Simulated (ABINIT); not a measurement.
# Ge (Fd-3m) in ABINIT: further runs

Aim: see how the results for Ge move with the level of theory and the settings. Levels: LDA, PBE. Tasks: relaxation of cell and atoms, single point.

Program: ABINIT 10.8.3 (patched build). These are calculated values, not measurements. Logs are shortened: lines on timing, memory, paths and dates and some standing lists are left out, and cuts for length are marked. The log counts tension as positive stress, the text compression.

**1. Starting point**

It takes space group Fd-3m (No. 227, cubic). The conventional cell has a = 5.658 Å, b = 5.658 Å, c = 5.658 Å, α = 90.00°, β = 90.00°, γ = 90.00°. Around Ge (site symmetry -43m) lie 4 Ge at 2.45 Å.

**2. Relaxation of cell and atoms, LDA**

File run.abi:

```
pp_dirpath "./"
pseudos "Ge.upf"

acell 3*1.0
rprim
     0.0000000000     5.3458651312     5.3458651312
     5.3458651312     0.0000000000     5.3458651312
     5.3458651312     5.3458651312     0.0000000000
ntypat 1
znucl 32
natom 2
typat 1 1
chkprim 0
chksymtnons 0
tolsym 1.0e-6
xred
            3/4            3/4            3/4
            1/2            1/2            1/2

ecut 40.0
ecutsm 0.5

kptopt 1
ngkpt 6 6 6
nshiftk 1
shiftk 0.0 0.0 0.0

ixc 7

nband 18
occopt 3
tsmear 0.05 eV

nstep 80
tolvrs 1.0e-12

iomode 3
prteig 0
prtebands 0
prtwf 0
prtden 0

ionmov 2
optcell 2
ntime 50
tolmxf 2.0e-5
dilatmx 1.08
```

Potentials or basis: PseudoDojo NC SR LDA v0.4.1 standard.

Command:

```console
> mpirun --bind-to none -np 4 abinit run.abi > log 2>&1
```

run.abo:

```text
.Version 10.8.3 of ABINIT
 Symmetries : space group Fd -3 m (#227); Bravais cF (face-center cubic)
================================================================================
 Values of the parameters that define the memory need of the present run
     intxc =       0    ionmov =       2      iscf =       7    lmnmax =       6
     lnmax =       6     mgfft =      48  mpssoang =       3    mqgrid =    3001
     natom =       2  nloc_mem =       1    nspden =       1   nspinor =       1
    nsppol =       1      nsym =      48    n1xccc =    2501    ntypat =       1
    occopt =       3   xclevel =       1
       mpw =        4681          nfft =      110592          nkpt =          16
================================================================================
================================================================================

--------------------------------------------------------------------------------
------------- Echo of variables that govern the present computation ------------
--------------------------------------------------------------------------------
 -outvars: echo values of preprocessed input variables --------
            acell      1.0000000000E+00  1.0000000000E+00  1.0000000000E+00 Bohr
              amu      7.26100000E+01
          chkprim           0
      chksymtnons           0
          dilatmx      1.08000000E+00
             ecut      4.00000000E+01 Hartree
           ecutsm      5.00000000E-01 Hartree
           ionmov           2
              ixc           7
         kptrlatt        6    0    0      0    6    0      0    0    6
          kptrlen      4.53611698E+01
            natom           2
            nband          18
            ngfft          48      48      48
             nkpt          16
            nstep          80
             nsym          48
            ntime          50
           ntypat           1
           occopt           3
          optcell           2
           prtden           0
        prtebands           0
           prteig           0
            prtwf           0
            rprim      0.0000000000E+00  5.3458651312E+00  5.3458651312E+00
                       5.3458651312E+00  0.0000000000E+00  5.3458651312E+00
                       5.3458651312E+00  5.3458651312E+00  0.0000000000E+00
          spgroup         227
           tolmxf      2.00000000E-05
           tolsym      1.00000000E-06
           tolvrs      1.00000000E-12
           tsmear      1.83746611E-03 Hartree
            typat      1  1
           xangst      4.2433649971E+00  4.2433649971E+00  4.2433649971E+00
                       2.8289099981E+00  2.8289099981E+00  2.8289099981E+00
            xcart      8.0187976968E+00  8.0187976968E+00  8.0187976968E+00
[... 430 lines left out ...]
 Difference of energy with previous step (new-old):
           Absolute (Ha)=-2.48482E-08
           Relative     =-1.39230E-10

 At Broyd/MD step   4, gradients are converged :
  max grad (force/stress) = 1.3324E-06 < tolmxf= 2.0000E-05 ha/bohr (free atoms)

================================================================================

 ----iterations are completed or convergence reached----

 Mean square residual over all n,k,spin=   11.623E-15; max=  29.357E-13
 reduced coordinates (array xred) for    2 atoms
       0.750000000000      0.750000000000      0.750000000000
       0.500000000000      0.500000000000      0.500000000000
 rms dE/dt=  7.0296E-30; max dE/dt=  0.0000E+00; dE/dt below (all hartree)
    1       0.000000000000     -0.000000000000      0.000000000000
    2      -0.000000000000     -0.000000000000     -0.000000000000

 cartesian coordinates (angstrom) at end:
    1      4.21683232723816     4.21683232723816     4.21683232723816
    2      2.81122155149210     2.81122155149210     2.81122155149210

 cartesian forces (hartree/bohr) at end:
    1      0.00000000000000    -0.00000000000000    -0.00000000000000
    2     -0.00000000000000     0.00000000000000     0.00000000000000
 frms,max,avg= 4.3901627E-31 4.9497725E-31   0.000E+00  0.000E+00  0.000E+00 h/b

 cartesian forces (eV/Angstrom) at end:
    1      0.00000000000000    -0.00000000000000    -0.00000000000000
    2     -0.00000000000000     0.00000000000000     0.00000000000000
 frms,max,avg= 2.2575124E-29 2.5452754E-29   0.000E+00  0.000E+00  0.000E+00 e/A
 length scales=  7.512923016599  7.512923016599  7.512923016599 bohr
              =  3.975667644956  3.975667644956  3.975667644956 angstroms
 Fermi (or HOMO) energy (hartree) =   0.14805   Average Vxc (hartree)=  -0.38618
 Eigenvalues (hartree) for nkpt=  16  k points:
 kpt#   1, nband= 18, wtk=  0.00463, kpt=  0.0000  0.0000  0.0000 (reduced coord)
  -0.77035   -0.77035   -0.77035   -0.76895   -0.76895   -0.76083   -0.76083   -0.76083
  -0.76029   -0.76029   -0.32888    0.14681    0.14746    0.14746    0.14746    0.24084
   0.24084    0.24084
      occupation numbers for kpt#   1
   2.00000    2.00000    2.00000    2.00000    2.00000    2.00000    2.00000    2.00000
   2.00000    2.00000    2.00000    1.32352    1.15861    1.15861    1.15861    0.00000
   0.00000    0.00000
 prteigrs : prtvol=0 or 1, do not print more k-points.

--- !EnergyTerms
iteration_state     : {dtset: 1, itime: 4, icycle: 1, }
comment             : Components of total free energy in Hartree
kinetic             :  1.33799327458111E+02
hartree             :  5.49860511663307E+01
xc                  : -4.29405976960743E+01
Ewald energy        : -9.93717249366161E+01
psp_core            :  5.65785479399266E+00
local_psp           : -1.38109669420301E+02
non_local_psp       : -9.24896901384840E+01
internal            : -1.78468448773041E+02
'-kT*entropy'       : -7.57607468741665E-05
total_energy        : -1.78468524533788E+02
total_energy_eV     : -4.85637595383924E+03
band_energy         : -1.58089283425104E+01
...

 Cartesian components of stress tensor (hartree/bohr^3)
  sigma(1 1)=  1.33241979E-08  sigma(3 2)=  0.00000000E+00
  sigma(2 2)=  1.33241979E-08  sigma(3 1)=  0.00000000E+00
  sigma(3 3)=  1.33241979E-08  sigma(2 1)=  0.00000000E+00

-Cartesian components of stress tensor (GPa)         [Pressure= -3.9201E-04 GPa]
- sigma(1 1)=  3.92011436E-04  sigma(3 2)=  0.00000000E+00
- sigma(2 2)=  3.92011437E-04  sigma(3 1)=  0.00000000E+00
- sigma(3 3)=  3.92011437E-04  sigma(2 1)=  0.00000000E+00

== END DATASET(S) ==============================================================
================================================================================

 -outvars: echo values of variables after computation  --------
            acell      7.5129230166E+00  7.5129230166E+00  7.5129230166E+00 Bohr
           etotal     -1.7846852453E+02
            fcart      2.9698634966E-31 -4.9497724943E-31 -4.9497724943E-31
                      -2.9698634966E-31  4.9497724943E-31  4.9497724943E-31
            rprim      0.0000000000E+00  7.0710678119E-01  7.0710678119E-01
                       7.0710678119E-01  0.0000000000E+00  7.0710678119E-01
                       7.0710678119E-01  7.0710678119E-01  0.0000000000E+00
           strten      1.3324197901E-08  1.3324197915E-08  1.3324197912E-08
                       0.0000000000E+00  0.0000000000E+00  0.0000000000E+00
           xangst      4.2168323272E+00  4.2168323272E+00  4.2168323272E+00
                       2.8112215515E+00  2.8112215515E+00  2.8112215515E+00
             xred      7.5000000000E-01  7.5000000000E-01  7.5000000000E-01
                       5.0000000000E-01  5.0000000000E-01  5.0000000000E-01
 Calculation completed.
```

Wall time 36 s (4 MPI ranks of Arm Neoverse V2, shared host); peak memory 0.32 GiB.

What came out:

* Free energy: -4856.3760 eV
* Relaxed volume: 22.22 Å³/atom
* Relaxed cell: a = 3.976 Å, b = 3.976 Å, c = 3.976 Å, α = 60.00°, β = 60.00°, γ = 60.00°
* Space group after relaxing (to 0.05 Å): Fd-3m (No. 227)
* Energy gained by relaxing: 1.6 meV/atom
* Ionic steps: 4
* Pressure after relaxing: 0.0 GPa
* Band gap on the k mesh: none (metal or under the smearing width)

The path:
| step | energy change (eV) | largest force (eV/Å) | pressure (GPa) | volume (Å³) |
| --- | --- | --- | --- | --- |
| 1 | 0.0000 | 0.0000 | -1.20 | 45.28 |
| 2 | -0.0011 | 0.0000 | -0.97 | 45.11 |
| 3 | -0.0032 | 0.0000 | -0.02 | 44.45 |
| 4 | -0.0032 | 0.0000 | 0.00 | 44.43 |

Final structure:
```xyz
2
Lattice="0.0000 2.8112 2.8112 2.8112 0.0000 2.8112 2.8112 2.8112 0.0000" Properties=species:S:1:pos:R:3 pbc="T T T"
Ge    4.2168    4.2168    4.2168
Ge    2.8112    2.8112    2.8112
```

Caveat: this crystal is a semiconductor, whose small gap the functional closes, so the metal is an error of the method.

**3. Single point, LDA (cell relaxed)**

File run.abi:

```
# Pseudopotentials
pp_dirpath "./"
pseudos "Ge.upf"

# Structure
acell 3*1.0 Angstrom
rprim
     0.0000000000     2.8112215500     2.8112215500
     2.8112215500     0.0000000000     2.8112215500
     2.8112215500     2.8112215500     0.0000000000
ntypat 1
znucl 32
natom 2
typat 1 1
xcart
     4.2168323250     4.2168323250     4.2168323250
     2.8112215500     2.8112215500     2.8112215500 Angstrom
chkprim 0
chksymtnons 0
tolsym 1.0e-6

# Plane-wave basis
ecut 1088.455450 eV

# k points
kptopt 1
ngkpt 6 6 6
nshiftk 1
shiftk 0.0 0.0 0.0

# Exchange and correlation
ixc 7

# Bands and occupations
nband 18
occopt 3
tsmear 0.05 eV

# SCF cycle
nstep 100
tolvrs 1.0e-10

# Output
iomode 3
prtwf 0
prtden 0
prteig 0
prtebands 0
enunit 1
prtvol 2
```

Potentials or basis: PseudoDojo NC SR LDA v0.4.1 standard.

Command:

```console
> mpirun --bind-to none -np 4 abinit run.abi > log 2>&1
```

It took 9.3 s on 4 MPI ranks of Arm Neoverse V2, shared host; peak memory 0.28 GiB.

It converged, with:

| Property | Result |
| --- | --- |
| Free energy | -4856.3760 eV |
| Pressure | 0.0 GPa |
| Band gap on the k mesh | none (metal or under the smearing width) |
| Valence electrons inside the program's atomic spheres | Ge 11.60, 11.59 (radii [1.0584] Å) |

Levels at points of the mesh, in eV from the Fermi level:
```
           k point  band 12  band 13  band 14  band 15  band 16  band 17
(0.00, 0.00, 0.00)    -0.03    -0.02    -0.02    -0.02     2.53     2.53
(0.50, 0.00, 0.00)    -7.75    -1.45    -1.45     0.09     3.71     3.71
(0.50, 0.50, 0.00)    -9.03    -3.15    -3.15     0.62     0.62     9.55
```

Caveat: this crystal is a semiconductor, whose small gap the functional closes, so the metal is an error of the method.

**4. Relaxation of cell and atoms, PBE**

File run.abi:

```
pp_dirpath "./"
pseudos "Ge.upf"

acell 3*1.0 Angstrom
rprim
     0.0000000000     2.8289100000     2.8289100000
     2.8289100000     0.0000000000     2.8289100000
     2.8289100000     2.8289100000     0.0000000000
ntypat 1
znucl 32
natom 2
typat 1 1
chkprim 0
chksymtnons 0
tolsym 1.0e-6
xred
            3/4            3/4            3/4
            1/2            1/2            1/2

ecut 40.0
ecutsm 0.5

kptopt 1
ngkpt 6 6 6
nshiftk 1
shiftk 0.0 0.0 0.0

ixc 11

nband 18
occopt 3
tsmear 0.00183747

nstep 80
tolvrs 1.0e-12

iomode 3
prteig 0
prtebands 0
prtwf 0
prtden 0

ionmov 2
optcell 2
ntime 50
tolmxf 2.0e-5
dilatmx 1.08
```

Potentials or basis: PseudoDojo NC SR PBE v0.4.1 standard.

Command:

```console
> mpirun --bind-to none -np 4 abinit run.abi > log 2>&1
```

Run time: 37 s. Hardware: 4 MPI ranks of Arm Neoverse V2, shared host; peak memory 0.36 GiB.

The run converged. Its results:

```yaml
Free_energy: -4861.0734 eV
Relaxed_volume: 24.00 Å³/atom
Relaxed_cell: a = 4.079 Å, b = 4.079 Å, c = 4.079 Å, α = 60.00°, β = 60.00°, γ = 60.00°
Space_group_after_relaxing_to_0.05_Å: Fd-3m (No. 227)
Energy_gained_by_relaxing: 15.6 meV/atom
Ionic_steps: 4
Pressure_after_relaxing: 0.0 GPa
Band_gap_on_the_k_mesh: none (metal or under the smearing width)
```

The path:
```csv
step,energy change (eV),largest force (eV/Å),pressure (GPa),volume (Å³)
1,0.0000,0.0000,3.81,45.28
2,-0.0113,0.0000,3.02,45.81
3,-0.0311,0.0000,0.02,47.99
4,-0.0311,0.0000,0.00,48.00
```

Final structure:
```
CELL_PARAMETERS angstrom
0.00000 2.88449 2.88449
2.88449 0.00000 2.88449
2.88449 2.88449 0.00000
ATOMIC_POSITIONS crystal
Ge 0.75000 0.75000 0.75000
Ge 0.50000 0.50000 0.50000
```

Caveat: this crystal is a semiconductor, whose small gap the functional closes, so the metal is an error of the method.

**5. The runs side by side**

```tsv
task	level	potentials or basis	cell	cell freedom (optcell)	optimiser (ionmov)	cutoff smearing ecutsm (Ha)	force stop (Ha/bohr)	gap on the mesh (eV)	pressure (GPa)	relaxed volume (Å³/atom)
relaxation of cell and atoms	LDA	PseudoDojo NC SR LDA v0.4.1 standard	relaxed	2	2	0.5	2e-05	none	0.0	22.22
single point	LDA	PseudoDojo NC SR LDA v0.4.1 standard	cell relaxed	-	-	-	-	none	0.0	-
relaxation of cell and atoms	PBE	PseudoDojo NC SR PBE v0.4.1 standard	relaxed	2	2	0.5	2e-05	none	0.0	24.00
```

Alike in all rows: no spin polarisation; k mesh 6 × 6 × 6; cutoff (eV) 1088; smearing fermi-dirac 0.05 eV.

Caveats: this crystal is a semiconductor, whose small gap the functional closes, so the metal is an error of the method.

Total energies depend on the potentials used, so only differences within one code and one set of settings carry meaning.

**6. Comparison with measurements**

Step 2. The cell as given is a measured one (22.64 Å³/atom); LDA puts the equilibrium volume -1.9 % from it, thermal expansion not counted.

Step 4. The cell as given is a measured one (22.64 Å³/atom); PBE puts the equilibrium volume +6.0 % from it, thermal expansion not counted.
